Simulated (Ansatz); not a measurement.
A single-point run of Ansatz (plane waves, PAW) on zincblende BeS, with the lines that name the functional removed. The cell was relaxed with r2SCAN and then strained (isotropic +1.0 % on every length), with the atoms relaxed again with r2SCAN; k points keep the names of the unstrained zone.

```
Be S
1.0
     0.00000    2.45865    2.45865
     2.45865    0.00000    2.45865
     2.45865    2.45865    0.00000
Be S
1 1
Direct
  0.00000 0.00000 0.00000
  0.25000 0.25000 0.25000
```

```
scf.n_extra_bands = 4 over 4 filled bands (N_el = 8.0): the run solves 8 bands
Crystal: 2 atoms, lattice volume = 29.725 Å³
Basis set: ecut = 420 eV, 561 PW (Γ)
Symmetry: 24 space group operations
Space group: F-43m (ITA 216)
k-points: 47 of 1000 (time reversal used)
SCF converged after 6 iterations
Free energy (F): -996.960359 eV
Fermi energy:    6.473296 eV
--- Per-component energies (eV) ---
  E_band       = -1.103657
  E_kinetic    = 127.075835
  E_local      = -120.262722
  E_nonlocal   = 32.623741
  E_hartree    = 37.025424
  E_xc         = -116.846851
  E_vxc        = -108.226167
  E_paw        = -659.872453
  E_vpaw       = -6.364707
  E_ewald      = -296.703336
--- Stress (GPa, compression-positive) ---
       -2.237167       0.000000       0.000000
        0.000000      -2.237167       0.000000
        0.000000       0.000000      -2.237167
  P = ⅓ Tr σ = -2.2372 GPa (-22.372 kbar)
--- Band table (eV; the first three rows and the last of 47) ---
  k-point 0: bands = [-8.5468, 4.8739, 4.8739, 4.8739, 10.4163, 10.5401, 10.5401, 10.5401]
  k-point 1: bands = [-8.4389, 4.0829, 4.7499, 4.7499, 10.3721, 10.7663, 10.7663, 11.3832]
  k-point 2: bands = [-8.1318, 2.5124, 4.4657, 4.4657, 10.3217, 11.2271, 11.2271, 13.0062]
  k-point 46: bands = [-6.5016, 0.6187, 1.4147, 1.7751, 10.6728, 12.1196, 13.8631, 14.3620]
```

The file bands.tsv (bands near the Fermi energy, numbered from 0, rounded):
```tsv
# k_distance	band_0	band_1	band_2	band_3	band_4	band_5	band_6	band_7
# fermi_ev = 6.473296
# [0, 0, 0] at k_distance = 0.000000
# [-0.5, -0.5, 0] at k_distance = 1.277772
# [-0.375, -0.375, 0.25] at k_distance = 1.729532
# [-0.375, 0, 0.375] at k_distance = 2.512005
# [0, 0, 0.5] at k_distance = 3.294477
# [-0.5, -0.25, 0.25] at k_distance = 4.197998
# [-0.0375, 0, 0.0375] at k_distance = 5.498723
# [0, 0.5, 0.5] at k_distance = 6.684541
# levels_relative_to = fermi_ev
0.000	-15.020	-1.599	-1.599	-1.599	3.943	4.067	4.067	4.067
1.278	-13.018	-6.411	-4.101	-4.101	1.599	3.332	10.804	10.804
1.730	-13.030	-5.971	-5.475	-3.672	2.801	5.822	8.720	9.448
2.512	-13.030	-5.971	-5.475	-3.672	2.801	5.822	8.720	9.448
3.294	-13.521	-7.125	-2.578	-2.578	3.717	4.946	4.946	9.413
4.198	-12.970	-5.696	-5.254	-4.752	4.825	6.472	6.672	6.997
5.499	-14.979	-1.891	-1.715	-1.616	3.923	4.115	4.201	4.414
6.685	-13.018	-6.411	-4.101	-4.101	1.599	3.332	10.804	10.804
```
In order the rows are Γ, X, U, K, L, W, Γ–K (0.10), X.

Task: Which level of theory was used?
A. PBE
B. LDA
C. r2SCAN
D. LC-ωPBE

Result: A. PBE. There is no exchange loop, so no exact exchange. PBE gives an indirect gap of 3.20 eV, from Γ to X; the least direct gap is 5.54 eV at Γ–K (0.10 of the way from Γ). Within one family of functionals the choice rests on the size of the gap and stress, not on a line of the log.

Run as `ansatz run input.yaml --threads 2 --pin off --max-ram 29491MiB --backend cpu --events-out ev --progress --plain --runs-dir out`. It took 0.88 s on 2 threads of AMD EPYC 7R13 Processor (Zen 3) (shared host), load about 1.4 per core; peak host memory 0.42 GiB.

The values are computed, spin-unpolarised, and not measurements.
